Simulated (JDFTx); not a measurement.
Ag:

```
Ag
1.0
     0.00000    2.04275    2.04275
     2.04275    0.00000    2.04275
     2.04275    2.04275    0.00000
Ag
1
Direct
  0.00000 0.00000 0.00000
```

```yaml
Program: JDFTx 1.7.0 (patched build)
Task: relaxation of cell and atoms
Functional: PBE
Potentials_or_basis: SG15-PBE-1.2 with smoothed tails
Cutoff: 1088 eV
Density_cutoff: 4354 eV
k_mesh: 11 × 11 × 11
Occupations: fermi-dirac, width 0.05 eV
Spin: no spin polarisation
```

At the start: pressure 4.4 GPa; volume 17.05 Å³/atom.

**Question.** How do energy, volume and symmetry change on relaxing?

**Answer.** Over 6 steps the energy falls by 9.6 meV/atom and the volume is 17.79 Å³/atom (+4.4 %); space group Fm-3m (No. 225, to 0.05 Å).

Step by step:
```tsv
step	energy change (eV)	largest force (eV/Å)	pressure (GPa)	volume (Å³)
1	0.0000	0.0000	4.36	17.05
2	-0.0028	0.0000	3.63	17.16
3	-0.0095	0.0000	0.39	17.72
4	-0.0096	0.0000	0.06	17.78
5	-0.0096	0.0000	0.01	17.79
6	-0.0096	0.0000	0.00	17.79
```

Final structure:
```
Ag
1.0
     0.00000    2.07208    2.07208
     2.07208    0.00000    2.07208
     2.07208    2.07208    0.00000
Ag
1
Cartesian
  0.0000 0.0000 0.0000
```
